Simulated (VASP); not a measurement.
Crystal: Hf.

```
CELL_PARAMETERS angstrom
-1.77231 1.77231 1.77231
1.77231 -1.77231 1.77231
1.77231 1.77231 -1.77231
ATOMIC_POSITIONS crystal
Hf 0.00000 0.00000 0.00000
```

This isn't the form of Hf at room conditions, which is hcp.

```yaml
Program: VASP 6.6.1
Task: relaxation of cell and atoms
Functional: PBE
Dispersion: D3(BJ)
Potentials_or_basis: VASP PAW PBE potentials, release 64 (Hf_pv)
Cutoff: 600 eV
k_mesh: 16 × 16 × 16
Occupations: gaussian, width 0.1 eV
Spin: no spin polarisation
```

At the start: pressure -3.7 GPa; volume 22.27 Å³/atom.

Task: Where does the relaxation end?

Result: Over 3 steps the energy falls by 9.7 meV/atom and the volume is 21.46 Å³/atom (-3.6 %); space group Im-3m (No. 229, to 0.05 Å).

Step by step:
```csv
step,energy change (eV),largest force (eV/Å),pressure (GPa),volume (Å³)
1,0.0000,0.0000,-3.74,22.27
2,0.0015,0.0000,4.48,20.64
3,-0.0097,0.0000,-0.03,21.46
```

Final structure:
```cif
data_structure
_symmetry_space_group_name_H-M 'P 1'
_symmetry_Int_Tables_number 1
_cell_length_a 3.0323
_cell_length_b 3.0323
_cell_length_c 3.0323
_cell_angle_alpha 109.471
_cell_angle_beta 109.471
_cell_angle_gamma 109.471
_cell_volume 21.46
loop_
_atom_site_label
_atom_site_type_symbol
_atom_site_fract_x
_atom_site_fract_y
_atom_site_fract_z
_atom_site_occupancy
Hf1 Hf 0.00000 0.00000 0.00000 1
```

Caveat: pairwise dispersion overbinds metals, which lowers pressure and volume.
